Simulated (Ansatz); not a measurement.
Relaxing SnSe

**The experiment.** The Crystallography Open Database holds a cell as deposited of cubic SnSe (space group Fm-3m), temperature not stated (1963): a = 6.020 Å, 27.27 Å³/atom.

Computed with Ansatz (plane waves, PAW, 420 eV cutoff): PBE, scalar-relativistic, no spin polarisation, Γ-centred 10×10×10 mesh, 0.05 eV Gaussian smearing. The datasets are Ansatz's generated set soft_2.

The chain of runs began from a cell as deposited in COD, expanded in volume.

The start, 1 % over the database's volume:

```yaml
crystal:
  lattice:
    - [0.00000, 3.02000, 3.02000]
    - [3.02000, 0.00000, 3.02000]
    - [3.02000, 3.02000, 0.00000]
  atoms:
    - { symbol: Sn, position: [0.00000, 0.00000, 0.00000] }
    - { symbol: Se, position: [0.50000, 0.50000, 0.50000] }
```

The first steps of the search for zero pressure:

```tsv
run	level	k-mesh	kind	V (Å³/atom)	P (GPa)	gap on the mesh (eV)
1	PBE	10×10×10	fixed cell	27.54	0.5	0.50
```

(1) At which volume does PBE reach zero pressure?

Answer:

(1) 27.83 Å³/atom, about 1.1 % over the start.

The steps that followed:

```tsv
run	level	k-mesh	kind	V (Å³/atom)	P (GPa)	E − E(final) (meV/atom)	gap on the mesh (eV)
2	PBE	10×10×10	fixed cell	27.65	0.3	0.2	0.49
3	PBE	10×10×10	fixed cell	27.83	0.0	0.0	0.49
```

The final structure (symmetry read at 0.01 Å). It takes space group Fm-3m (No. 225, cubic). Conventional cell: a = 6.061 Å, b = 6.061 Å, c = 6.061 Å, α = 90.00°, β = 90.00°, γ = 90.00°. Sn (site symmetry m-3m) has 6 Se at 3.03 Å as nearest neighbours. Se (site symmetry m-3m) is surrounded by 6 Sn at 3.03 Å. (Shells end 15 % past the nearest neighbour.)

```json
{"atom": "Sn", "site": "4a", "symmetry": "m-3m", "x": "0.0000", "y": "0.0000", "z": "0.0000"}
{"atom": "Se", "site": "4b", "symmetry": "m-3m", "x": "0.5000", "y": "0.0000", "z": "0.0000"}
```

At the final geometry the gap, band path included, is 0.18 eV. The equation of state gives B0 = 49 GPa and B0′ = 4.3. Against the elements' standard states, run alike and uncorrected, the formation energy is -0.45 eV/atom. 

**Why it comes out so.**

Bader charges against formal ones: Sn +0.87 (+2), Se −0.87 (−2). The cations give up 43 % of the formal charge; Bader charges stay under formal ones because the anions' density reaches into the cations' basins, the more so the higher the formal charge and the softer the anion.

**Against experiment.** PBE gives 6.061 Å and 27.83 Å³/atom, +2.1 % in volume (+0.7 % in length) from the database's cell. PBE usually overestimates volumes by a few per cent. The static lattice also lacks zero-point motion and thermal expansion, roughly 0.9 to 2.3 % in volume at 300 K (room temperature assumed) by Grüneisen's rule, γ·3k_BT/(B0·V0) with γ of 1 to 2.5, so its own overestimate is larger than the figure.

For this crystal the k-mesh misses a band edge: under PBE at the relaxed cell a band path gives a gap of 0.18 eV where the mesh alone gives 0.49 eV, so gaps on the mesh are upper bounds.
